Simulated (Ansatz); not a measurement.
# B on Ir(110): change of the work function, part 2 of 4

Wanted: Δφ(θ) for B/Ir(110), starting from the longbridge site.

Ansatz 0.2.0; plane-wave DFT, PBE, Ansatz PAW (the session's first sound run).

So far, work function, upper face (eV): step 2 (the clean slab) 4.93.

**3. Adsorbate added, k-mesh 4×6×1, coverage 0.25 ML**

System of this step: BIr20 (B/Ir(110)). The cell holds 21 atoms: 20 Ir and 1 B. Its edges and angles: a = 7.680 Å, b = 5.431 Å, c = 24.481 Å, α = 90.0°, β = 90.0°, γ = 90.0°. Vacuum lies along c.

The clean slab as it ended is repeated in the plane and the adsorbate is set on one face; the cell's size fixes the coverage, and the k-mesh shrinks with it to keep the sampling density about even. Adsorbate and upper layers relax, since the dipole depends on the height.

input.yaml

```yaml
crystal:
  lattice:
    - [7.68, 0.0, 0.0]
    - [0.0, 5.4305800796, 0.0]
    - [0.0, 0.0, 24.4806389549]
  atoms:
    - { symbol: Ir, position: [0.0, 0.0, 0.3676374631] }
    - { symbol: Ir, position: [0.25, 0.25, 0.4230953709] }
    - { symbol: Ir, position: [0.0, 0.0, 0.476216272] }
    - { symbol: Ir, position: [0.25, 0.25, 0.5376636786] }
    - { symbol: Ir, position: [0.0, 0.0, 0.5844441435] }
    - { symbol: Ir, position: [0.0, 0.5, 0.3676374631] }
    - { symbol: Ir, position: [0.25, 0.75, 0.4230953709] }
    - { symbol: Ir, position: [0.0, 0.5, 0.476216272] }
    - { symbol: Ir, position: [0.25, 0.75, 0.5376636786] }
    - { symbol: Ir, position: [0.0, 0.5, 0.5844441435] }
    - { symbol: Ir, position: [0.5, 0.0, 0.3676374631] }
    - { symbol: Ir, position: [0.75, 0.25, 0.4230953709] }
    - { symbol: Ir, position: [0.5, 0.0, 0.476216272] }
    - { symbol: Ir, position: [0.75, 0.25, 0.5376636786] }
    - { symbol: Ir, position: [0.5, 0.0, 0.5844441435] }
    - { symbol: Ir, position: [0.5, 0.5, 0.3676374631] }
    - { symbol: Ir, position: [0.75, 0.75, 0.4230953709] }
    - { symbol: Ir, position: [0.5, 0.5, 0.476216272] }
    - { symbol: Ir, position: [0.75, 0.75, 0.5376636786] }
    - { symbol: Ir, position: [0.5, 0.5, 0.5844441435] }
    - { symbol: B, position: [0.25, 0.0, 0.6323625369] }
kpoints:
  mp_grid: { grid: [4, 6, 1] }
hamiltonian:
  xc: pbe
scf:
  occupations: { method: fermi_dirac, width: 0.1 }
  convergence: { dr2_threshold: 1.0e-08 }
efield:
  axis: 3
  dipole_correction: true
  ramp_position: 0.97
  ramp_width: 0.06
relax:
  f_tol: 0.02
  max_steps: 60
  constraints: [{ sites: [0, 1, 5, 6, 10, 11, 15, 16] }]
output:
  bader: true
  dos: { projected: true, e_range: [-8, 4] }
  write_potential: true
  write_density: true
  volumetric_format: npy
  elf: true
```

Run with:

```sh
> ansatz run input.yaml --threads 4 --pin off --max-ram 12288MiB --backend cpu --events-out ev --progress --plain --runs-dir out
```

Numbers of over 12 decimals in the logs are rounded to 6 here.

What it wrote:

```text
[...]
Crystal: 21 atoms, lattice volume = 1021.010 Å³
Basis set: ecut = 420 eV, 19947 PW (Γ), exchange–correlation on 108×80×360 points (8 copies of the dense FFT grid, shifted against one another)
Bands: 206, of which v1, the nominal top of the filled ones, is band 172 counted from 1 (171 counted from 0)
Symmetry: 4 space group operations
[...]
k-points: 12 of 24
[...]
SCF iter   1: F=—  HF=-238846.661235 eV  |F-HF|=—  |Δ(HF+E_count)|=         —  Δρ=6.81e-3  dr2=3.33e0  ethr=1.77e-3  p=-0.097 e·Å  D=-1.72e-2 V/Å  ΔV_dip=0.42 eV  dr2_dipole=1.01e0  V_vac-E_F(+/−)=5.12/4.70 eV  ⟨swp⟩=8.8  Hψ=11037  notcnv=0  defer=32
[...]
SCF iter  10: F=-238846.633676 eV  HF=-238846.633676 eV  |F-HF|=3.50e-8  |Δ(HF+E_count)|=   1.93e-7  Δρ=6.43e-7  dr2=6.87e-9  ethr=2.92e-12  p=-0.069 e·Å  D=-1.23e-2 V/Å  ΔV_dip=0.30 eV  dr2_dipole=3.06e-10  V_vac-E_F(+/−)=5.21/4.91 eV  ⟨swp⟩=18.0  Hψ=19033  notcnv=0
SCF 1 converged in 10 iterations: F = -238846.633676 eV  dr2 = 6.87e-9
[...]
relax step   1: F+E_penalty+E_count = -238846.63367643 eV  Δ(F+E_penalty+E_count) = +0.000e0 eV  max|allowed force component| = 3.086e0 eV/Å  Δτ_max = 0.0000 Å  (10 SCF iters, accepted)
[...]
SCF iter  10: F=-238847.361314 eV  HF=-238847.361314 eV  |F-HF|=2.53e-8  |Δ(HF+E_count)|=   1.11e-7  Δρ=3.99e-7  dr2=3.71e-9  ethr=2.92e-12  p=-0.067 e·Å  D=-1.20e-2 V/Å  ΔV_dip=0.29 eV  dr2_dipole=8.31e-12  V_vac-E_F(+/−)=5.22/4.93 eV  ⟨swp⟩=16.2  Hψ=18003  notcnv=0
SCF 2 converged in 10 iterations: F = -238847.361314 eV  dr2 = 3.71e-9
relax step   2: F+E_penalty+E_count = -238847.36131398 eV  Δ(F+E_penalty+E_count) = -7.276e-1 eV  max|allowed force component| = 2.041e0 eV/Å  Δτ_max = 0.1949 Å  (10 SCF iters, accepted)
SCF iter   1: F=—  HF=-238847.699470 eV  |F-HF|=—  |Δ(HF+E_count)|=         —  Δρ=3.31e-3  dr2=4.42e-1  ethr=2.29e-3  p=-0.067 e·Å  D=-1.20e-2 V/Å  ΔV_dip=0.29 eV  dr2_dipole=8.60e-2  V_vac-E_F(+/−)=5.23/4.94 eV  ⟨swp⟩=4.2  Hψ=4924  notcnv=0  defer=44
[...]
SCF iter  10: F=-238847.659810 eV  HF=-238847.659810 eV  |F-HF|=2.17e-8  |Δ(HF+E_count)|=   5.56e-8  Δρ=4.15e-7  dr2=3.20e-9  ethr=2.92e-12  p=-0.064 e·Å  D=-1.14e-2 V/Å  ΔV_dip=0.28 eV  dr2_dipole=1.13e-11  V_vac-E_F(+/−)=5.21/4.93 eV  ⟨swp⟩=15.9  Hψ=18375  notcnv=0
SCF 3 converged in 10 iterations: F = -238847.659810 eV  dr2 = 3.20e-9
relax step   3: F+E_penalty+E_count = -238847.65981044 eV  Δ(F+E_penalty+E_count) = -2.985e-1 eV  max|allowed force component| = 7.876e-1 eV/Å  Δτ_max = 0.1949 Å  (10 SCF iters, accepted)
[...]
relax step   4: F+E_penalty+E_count = -238847.77503054 eV  Δ(F+E_penalty+E_count) = -1.152e-1 eV  max|allowed force component| = 1.042e-1 eV/Å  Δτ_max = 0.1928 Å  (10 SCF iters, accepted)
[...]
relax step   5: F+E_penalty+E_count = -238847.77776667 eV  Δ(F+E_penalty+E_count) = -2.736e-3 eV  max|allowed force component| = 8.468e-2 eV/Å  Δτ_max = 0.0252 Å  (9 SCF iters, accepted)
[...]
relax step   6: F+E_penalty+E_count = -238847.77864378 eV  Δ(F+E_penalty+E_count) = -8.771e-4 eV  max|allowed force component| = 2.950e-2 eV/Å  Δτ_max = 0.0091 Å  (8 SCF iters, accepted)
SCF iter   1: F=—  HF=-238847.777731 eV  |F-HF|=—  |Δ(HF+E_count)|=         —  Δρ=1.15e-4  dr2=2.02e-4  ethr=1.86e-6  p=-0.060 e·Å  D=-1.06e-2 V/Å  ΔV_dip=0.26 eV  dr2_dipole=2.51e-5  V_vac-E_F(+/−)=5.19/4.93 eV  ⟨swp⟩=2.0  Hψ=4028  notcnv=0
[...]
SCF iter   6: F=-238847.778756 eV  HF=-238847.778756 eV  |F-HF|=3.70e-8  |Δ(HF+E_count)|=   1.16e-7  Δρ=6.61e-7  dr2=8.32e-9  ethr=2.92e-12  p=-0.060 e·Å  D=-1.06e-2 V/Å  ΔV_dip=0.26 eV  dr2_dipole=8.55e-11  V_vac-E_F(+/−)=5.18/4.93 eV  ⟨swp⟩=11.9  Hψ=18292  notcnv=0
SCF 7 converged in 6 iterations: F = -238847.778756 eV  dr2 = 8.32e-9
relax step   7: F+E_penalty+E_count = -238847.77875645 eV  Δ(F+E_penalty+E_count) = -1.127e-4 eV  max|allowed force component| = 4.053e-3 eV/Å  Δτ_max = 0.0029 Å  (6 SCF iters, accepted)
NSCF: frozen V_eff on 12 k-points
[...]
WARN: The input density's exchange-correlation potential varies sharply where the density is thin. Do not read a vacuum level from v_tot or v_xc, or from such a field of the output density. On a cell that repeats whose density bears no net charge and no dipole along the vacuum's axis use v_es (v_loc + v_h of the components); under efield.dipole_correction with no amplitude use v_es + v_field, which holds any external [...]
SCF converged after 6 iterations
Free energy (F): -238847.778756 eV
[...]
Internal energy: -238846.828703 eV  (E = F + TS)
E sigma→0 (E₀):  -238847.303730 eV
Entropy (-TS):   -0.950053 eV (-45.241 meV/atom)
Fermi energy:    3.568961 eV
Dipole field:    D = -0.010592 V/Å  (p = -0.059765 e·Å, saw-weighted, corrected)
Work function:   Φ+ = 5.1848 eV   Φ− = 4.9255 eV
[...]
--- Forces (eV/Å), atoms counted from 1 ---
  atom   1  Ir     0.00634793     0.00000000     1.22019388
  atom   2  Ir     0.00000000    -0.24823558    -1.25062997
  atom   3  Ir     0.00069274     0.00000000     0.00179290
  atom   4  Ir     0.00000000     0.00076506    -0.00405311
  atom   5  Ir     0.00119526     0.00000000     0.00094280
  atom   6  Ir     0.02283543     0.00000000     1.20372921
  atom   7  Ir     0.00000000     0.24823558    -1.25062997
  atom   8  Ir     0.00044894     0.00000000     0.00300978
  atom   9  Ir     0.00000000    -0.00076506    -0.00405311
  atom  10  Ir     0.00094742     0.00000000    -0.00223303
  atom  11  Ir    -0.00634793     0.00000000     1.22019388
  atom  12  Ir     0.00000000     0.03385027    -1.17271327
  atom  13  Ir    -0.00069274     0.00000000     0.00179290
  atom  14  Ir     0.00000000     0.00111643    -0.00044790
  atom  15  Ir    -0.00119526     0.00000000     0.00094280
  atom  16  Ir    -0.02283543     0.00000000     1.20372921
  atom  17  Ir     0.00000000    -0.03385027    -1.17271327
  atom  18  Ir    -0.00044894     0.00000000     0.00300978
  atom  19  Ir     0.00000000    -0.00111643    -0.00044790
  atom  20  Ir    -0.00094742     0.00000000    -0.00223303
  atom  21  B      0.00000000     0.00000000     0.00081140
  max |Σ_I F_I| component: 6.01e-6 eV/Å
--- Band table (eV; the first three rows and the last of 12) ---
  k-point 0: bands = [... 168 lower, 3.6755, 3.6785, 3.7721, 4.0235, 4.0858, 4.1057, 4.2171, 4.2535, ... 30 higher]
  k-point 1: bands = [... 168 lower, 3.5460, 3.5674, 3.6343, 3.7054, 3.7127, 3.7617, 3.8099, 3.8982, ... 30 higher]
  k-point 2: bands = [... 168 lower, 3.1483, 3.2107, 3.2865, 3.4116, 3.4761, 3.5471, 3.6300, 3.6697, ... 30 higher]
  k-point 11: bands = [... 168 lower, 2.9976, 3.2181, 3.3266, 3.3887, 3.4049, 3.4128, 3.4416, 3.5122, ... 30 higher]
--- Relaxed structure (7 steps of the walk, 7 accepted, 0 SCFs on fresh bases) ---
  F+E_penalty+E_count = -238847.77875645 eV   max|allowed force component| = 4.053e-3 eV/Å
  atoms:
    - { symbol: Ir, position: [0.0, 0.0, 0.367637] }
    - { symbol: Ir, position: [0.25, 0.25, 0.4230953709] }
    - { symbol: Ir, position: [-0.00164199, 0.0, 0.476368] }
    - { symbol: Ir, position: [0.25, 0.256158, 0.536466] }
    - { symbol: Ir, position: [-0.00416509, 0.0, 0.586404] }
    - { symbol: Ir, position: [0.0, 0.5, 0.367637] }
    - { symbol: Ir, position: [0.25, 0.750000, 0.4230953709] }
    - { symbol: Ir, position: [0.00268795, 0.5, 0.476742] }
    - { symbol: Ir, position: [0.25, 0.743842, 0.536466] }
    - { symbol: Ir, position: [-0.00549957, 0.5, 0.585465] }
    - { symbol: Ir, position: [0.5, 0.0, 0.367637] }
    - { symbol: Ir, position: [0.75, 0.25, 0.4230953709] }
    - { symbol: Ir, position: [0.501642, 0.0, 0.476368] }
    - { symbol: Ir, position: [0.75, 0.253743, 0.536594] }
    - { symbol: Ir, position: [0.504165, 0.0, 0.586404] }
    - { symbol: Ir, position: [0.5, 0.5, 0.367637] }
    - { symbol: Ir, position: [0.75, 0.750000, 0.4230953709] }
    - { symbol: Ir, position: [0.497312, 0.5, 0.476742] }
    - { symbol: Ir, position: [0.75, 0.746257, 0.536594] }
    - { symbol: Ir, position: [0.505500, 0.5, 0.585465] }
    - { symbol: B, position: [0.25, 0.0, 0.607729] }
--- Bader charges: 21 sites ---
  site symbol  charge [e]  shift [e]
     0     Ir     -0.0653     0.0001
     1     Ir      0.0468     0.0001
     2     Ir      0.0277     0.0001
     3     Ir      0.0265     0.0009
     4     Ir     -0.1586     0.0029
     5     Ir     -0.0678     0.0001
     6     Ir      0.0468     0.0001
     7     Ir      0.0352     0.0001
     8     Ir      0.0265     0.0009
     9     Ir     -0.0024     0.0003
    10     Ir     -0.0653     0.0001
    11     Ir      0.0413     0.0001
    12     Ir      0.0277     0.0001
    13     Ir     -0.0238     0.0001
    14     Ir     -0.1586     0.0029
    15     Ir     -0.0678     0.0001
    16     Ir      0.0413     0.0001
    17     Ir      0.0352     0.0001
    18     Ir     -0.0238     0.0001
    19     Ir     -0.0024     0.0003
    20      B      0.2807     0.0076
  estimated error of the sums over rays = 6.4e-4 e
```

The job ended after 12 min (4 threads of Arm Neoverse V1, shared host; peak memory 5.2 GiB; 47 min of CPU time).

Step by step:

| step | energy less that of the first step (eV) | largest force component (eV/Å) |
| --- | --- | --- |
| 1 | 0.0000 | 3.0856 |
| 2 | -0.7276 | 2.0414 |
| 3 | -1.0261 | 0.7876 |
| 4 | -1.1414 | 0.1042 |
| 5 | -1.1441 | 0.0847 |
| 6 | -1.1450 | 0.0295 |
| 7 | -1.1451 | 0.0041 |

The run keeps the 4 symmetry operations that it works with, so distortions that break them were not tested.

The atoms that moved most (Å):

| atom | dx | dy | dz | length |
| --- | --- | --- | --- | --- |
| B21 | 0.000 | 0.000 | -0.603 | 0.603 |
| Ir15 | 0.032 | 0.000 | 0.048 | 0.058 |
| Ir5 | -0.032 | 0.000 | 0.048 | 0.058 |
| Ir20 | 0.042 | 0.000 | 0.025 | 0.049 |
| Ir10 | -0.042 | 0.000 | 0.025 | 0.049 |
| Ir4 | 0.000 | 0.033 | -0.029 | 0.044 |
| Ir9 | 0.000 | -0.033 | -0.029 | 0.044 |
| Ir14 | 0.000 | 0.020 | -0.026 | 0.033 |

The relaxed structure:

```cif
data_structure
_symmetry_space_group_name_H-M 'P 1'
_symmetry_Int_Tables_number 1
_cell_length_a 7.6800
_cell_length_b 5.4306
_cell_length_c 24.4806
_cell_angle_alpha 90.000
_cell_angle_beta 90.000
_cell_angle_gamma 90.000
_cell_volume 1021.01
loop_
_atom_site_label
_atom_site_type_symbol
_atom_site_fract_x
_atom_site_fract_y
_atom_site_fract_z
_atom_site_occupancy
Ir1 Ir 0.00000 0.00000 0.36764 1
Ir2 Ir 0.25000 0.25000 0.42310 1
Ir3 Ir 0.99836 0.00000 0.47637 1
Ir4 Ir 0.25000 0.25616 0.53647 1
Ir5 Ir 0.99583 0.00000 0.58640 1
Ir6 Ir 0.00000 0.50000 0.36764 1
Ir7 Ir 0.25000 0.75000 0.42310 1
Ir8 Ir 0.00269 0.50000 0.47674 1
Ir9 Ir 0.25000 0.74384 0.53647 1
Ir10 Ir 0.99450 0.50000 0.58546 1
Ir11 Ir 0.50000 0.00000 0.36764 1
Ir12 Ir 0.75000 0.25000 0.42310 1
Ir13 Ir 0.50164 0.00000 0.47637 1
Ir14 Ir 0.75000 0.25374 0.53659 1
Ir15 Ir 0.50417 0.00000 0.58640 1
Ir16 Ir 0.50000 0.50000 0.36764 1
Ir17 Ir 0.75000 0.75000 0.42310 1
Ir18 Ir 0.49731 0.50000 0.47674 1
Ir19 Ir 0.75000 0.74626 0.53659 1
Ir20 Ir 0.50550 0.50000 0.58546 1
B21 B 0.25000 0.00000 0.60773 1
```

Numbers from this step:

* energy at zero smearing: -238847.3037 eV
* work function, upper face: 5.185 eV
* work function, lower face: 4.926 eV
* dipole along the normal: -0.05976 e·Å
* step between the vacuum levels: 0.2593 eV

Running mean over 1.358 Å of the planar mean; the ramp of the sawtooth is left out. Table of electron's electrostatic potential energy less the Fermi level by z:

| z (Å) | electron's electrostatic potential energy less the Fermi level (eV) |
| --- | --- |
| 3.0 | 4.93 |
| 3.5 | 4.93 |
| 4.0 | 4.93 |
| 4.5 | 4.92 |
| 5.0 | 4.92 |
| 5.5 | 4.92 |
| 6.0 | 4.90 |
| 6.5 | 4.82 |
| 7.0 | 4.54 |
| 7.5 | 3.45 |
| 8.0 | -0.388 |
| 8.5 | -6.54 |
| 9.0 | -11.2 |
| 9.5 | -12.7 |
| 10.0 | -13.3 |
| 10.5 | -13.8 |
| 11.0 | -14.1 |
| 11.5 | -13.6 |
| 12.0 | -12.6 |
| 12.5 | -12.3 |
| 13.0 | -13.4 |
| 13.5 | -14.9 |
| 14.0 | -14.8 |
| 14.5 | -12.1 |
| 15.0 | -6.10 |
| 15.5 | 0.403 |
| 16.0 | 3.89 |
| 16.5 | 4.86 |
| 17.0 | 5.10 |
| 17.5 | 5.16 |
| 18.0 | 5.18 |
| 18.5 | 5.18 |
| 19.0 | 5.18 |
| 19.5 | 5.18 |
| 20.0 | 5.18 |
| 20.5 | 5.18 |
| 21.0 | 5.18 |

The density of states has structure finer than the step of the table below, so its rows give means over 0.25 eV, whole bins alone (the curve runs from -8 to 1.98 eV). Peaks (eV: height): -4.690: 41.9, -4.120: 38.1, -3.340: 45.3, -3.040: 57.2, -2.680: 42.2, -0.090: 38.7, 0.420: 37.8.

Table of density of states by energy, zero at the Fermi level; means over each step:

energy (eV), density of states (states/eV a cell) and a bar from the least value:
```
    -7.75        5.3 
    -7.50        5.8 #
    -7.25       14.7 ##########
    -7.00       15.1 ##########
    -6.75       17.4 ############
    -6.50       20.6 ################
    -6.25       21.3 ################
    -6.00       22.1 #################
    -5.75       18.4 #############
    -5.50       23.4 ##################
    -5.25       14.0 #########
    -5.00       20.6 ################
    -4.75       29.2 ########################
    -4.50       23.9 ###################
    -4.25       21.2 ################
    -4.00       26.6 ######################
    -3.75       22.3 #################
    -3.50       34.9 ##############################
    -3.25       32.9 ############################
    -3.00       31.8 ###########################
    -2.75       29.5 #########################
    -2.50       19.8 ###############
    -2.25       20.8 ################
    -2.00       24.3 ###################
    -1.75       27.2 ######################
    -1.50       28.6 ########################
    -1.25       26.2 #####################
    -1.00       23.6 ###################
    -0.75       24.4 ###################
    -0.50       24.0 ###################
    -0.25       24.1 ###################
     0.00       31.1 ##########################
     0.25       25.9 #####################
     0.50       30.6 ##########################
     0.75       25.9 #####################
     1.00       24.9 ####################
     1.25       13.1 ########
     1.50        9.8 #####
     1.75        6.4 #
```

Projected DOS per atom over height of the atomic layer and energy from the Fermi level. Layers: Ir4 Ir4 Ir4 Ir4 Ir4 B from below.

Ten even steps from '0' (0.08 states/eV) to '9' (1.90 states/eV), each cell a mean:
```
010102
222321
667550
966580
974581
853561
855561
955571
935482
733362
855671
989782
666662
565561
685661
254551
365641
266631
158621
146421
034310
001100
```
Columns: height of the atomic layer (Å) from 9 to 14.9 (not evenly spaced); rows upwards: energy from the Fermi level (eV) from -7.96 to 1.95.

Electrostatic potential energy in the ca plane at fractional y = 0.000, with atoms of Ir and B within 0.2 Å of it. With pseudopotentials it is smooth inside the atoms' cores, unlike the true potential.

Ten even steps from '0' (-64 eV) to '9' (9 eV), each cell a mean:
```
99996200268730004885100279999999999999999999
99998533589863247897422589999999999999999999
99999877899987778998777899999999999999999999
99999999999999999999999999999999999999999999
99999999998999999999999999999999999999999999
99999999998999999999999999999999999999999999
99999999999999999999999999999999999999999999
99999877899987778998767899999999999999999999
99998522589863237897422589999999999999999999
99996200268730004885100279999999999999999999
99986100168720004885100279999999999999999999
99997311378841026886311489999999999999999999
99998755789976568998755799999999999999999999
99999988999998889999887789999999999999999999
99999999999999999999873258999999999999999999
99999999998999999989861038999999999999999999
99999999999999999999873358999999999999999999
99999988999998889999887789999999999999999999
99998755789975568998655799999999999999999999
99997301378841026886301489999999999999999999
99986100168720004885000279999999999999999999
```
Columns run along c (16.0 Å, from fractional 0.27 to 0.92 of the cell; values clipped at the 3rd and 97th percentile), rows up along a (7.7 Å). Atoms in or near the plane, at fractional coordinates: Ir at (0.37, 0.00), Ir at (0.48, 0.00), Ir at (0.59, 0.00), Ir at (0.37, 0.50), Ir at (0.48, 0.50), Ir at (0.59, 0.50), B at (0.61, 0.25).

Valence density in the ca plane at fractional y = 0.000, with atoms of Ir and B within 0.2 Å of it. It is the smooth field of the valence electrons, not physical close to the nuclei.

Values in e/Å³, 11 rows by 16 columns, each cell a mean:
```
0.0 0.8 5.6 1.2 2.4 5.0 0.5 4.3 3.4 0.1 0.0 0.0 0.0 0.0 0.0 0.0
0.0 0.1 0.6 0.4 0.5 0.6 0.3 0.6 0.4 0.0 0.0 0.0 0.0 0.0 0.0 0.0
0.0 0.0 0.1 0.3 0.3 0.2 0.4 0.3 0.1 0.0 0.0 0.0 0.0 0.0 0.0 0.0
0.0 0.1 0.3 0.3 0.4 0.4 0.3 0.4 0.2 0.0 0.0 0.0 0.0 0.0 0.0 0.0
0.0 0.6 4.1 0.9 1.8 3.7 0.5 3.2 2.5 0.1 0.0 0.0 0.0 0.0 0.0 0.0
0.0 1.1 7.9 1.8 3.4 6.8 0.7 5.8 4.6 0.1 0.0 0.0 0.0 0.0 0.0 0.0
0.0 0.3 2.3 0.6 1.0 2.0 0.4 1.6 1.4 0.1 0.0 0.0 0.0 0.0 0.0 0.0
0.0 0.1 0.2 0.3 0.3 0.2 0.3 0.5 0.7 0.2 0.0 0.0 0.0 0.0 0.0 0.0
0.0 0.0 0.2 0.3 0.3 0.2 0.3 0.5 0.6 0.2 0.0 0.0 0.0 0.0 0.0 0.0
0.0 0.2 1.3 0.5 0.7 1.1 0.3 1.0 1.0 0.1 0.0 0.0 0.0 0.0 0.0 0.0
0.0 1.0 7.2 1.6 3.0 6.2 0.6 5.2 4.0 0.1 0.0 0.0 0.0 0.0 0.0 0.0
```
Columns run along c (16.0 Å, from fractional 0.27 to 0.92 of the cell), rows up along a (7.7 Å). Atoms in or near the plane, at fractional coordinates: Ir at (0.37, 0.00), Ir at (0.48, 0.00), Ir at (0.59, 0.00), Ir at (0.37, 0.50), Ir at (0.48, 0.50), Ir at (0.59, 0.50), B at (0.61, 0.25).

ELF in the ca plane at fractional y = 0.000, with atoms of Ir and B within 0.2 Å of it. It is the smooth field of the valence electrons, not physical close to the nuclei.

Ten even steps from '0' (0.00) to '9' (0.84), each cell a mean:
```
00124777744367674335767732100000000000000000
00123576533246763333577532100000000000000000
00112333333333433332233321100000000000000000
00011223333333223333322221000000000000000000
00001122334332123343332210000000000000000000
00001122334332123343332210000000000000000000
00011223333333223333322221000000000000000000
00112334333333433332234321100000000000000000
00123677533246763333577532100000000000000000
00124766744367674345767732110000000000000000
00124755744366575345756742210000000000000000
00123777633257774334677543321000000000000000
00122455433334543333455566531000000000000000
00112223333333223333357999742000000000000000
00011122333332223333464579852000000000000000
00001122334432123333440038752000000000000000
00011222333332223333465579852000000000000000
00112233333333333333357999742000000000000000
00123455433335543333455666531000000000000000
00123777633257774334677543321000000000000000
00124755744366575345756742210000000000000000
```
Columns run along c (16.0 Å, from fractional 0.27 to 0.92 of the cell), rows up along a (7.7 Å). Atoms in or near the plane, at fractional coordinates: Ir at (0.37, 0.00), Ir at (0.48, 0.00), Ir at (0.59, 0.00), Ir at (0.37, 0.50), Ir at (0.48, 0.50), Ir at (0.59, 0.50), B at (0.61, 0.25).

The relaxation took 7 steps and lowered the energy by 1.1 eV; the largest force on the free atoms ends at 0.0041 eV/Å.

By hand: a sheet of dipoles makes a step −p/(ε₀A) in the electron's potential. With e/ε₀ = 180.95 V·Å, p = -0.05976 e·Å and A = 41.71 Å², that is −180.95 × (-0.05976) / 41.71 = +0.259 eV, and the two vacuum levels of the run differ by +0.259 eV.

The covered face has 5.18 eV, +0.26 eV against the clean one; the bare back face has moved by +0.07 eV, a measure of how thin the slab is.

(Continued in part 3 of 4.)

[Logs are printed without paths, hosts, clocks, repeated set-up lines and the standing remarks that a program may print on its own settings, such as how far it seeks lower states.]

[Hosts, paths, dates, database ids (printed as entryN), source tags and the programs' standing remarks are cut or masked in the printed files.]

[Maps of the electrostatic potential energy from Ansatz leave out the sawtooth potential of an applied field or a dipole correction, so their vacuum need not be flat; planar profiles and work functions include it.]
